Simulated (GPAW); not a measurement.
Crystal: ZnS.

```
Zn S
1.0
     0.00000    2.70200    2.70200
     2.70200    0.00000    2.70200
     2.70200    2.70200    0.00000
Zn S
1 1
Direct
  0.75000 0.75000 0.75000
  0.00000 0.00000 0.00000
```

Base run:

* Program: GPAW 26.7.0
* Functional: PBE
* Potentials or basis: GPAW PAW data sets (gpaw-data 1.2.1)
* Cutoff: 600 eV
* Basis: pw
* k mesh: 9 × 9 × 9
* Occupations: fermi-dirac, width 0.05 eV
* Spin: no spin polarisation

Its results: band gap on the k mesh 2.10 eV, direct; pressure 1.6 GPa.

Q: The run is repeated on the same cell with these changes: functional from PBE to revPBE; potentials or basis from GPAW PAW data sets (gpaw-data 1.2.1) to the program's PAW data sets (release 1.2.1) made for this functional. What comes out?

A: Band gap on the k mesh 2.23 eV, direct; pressure 3.7 GPa.
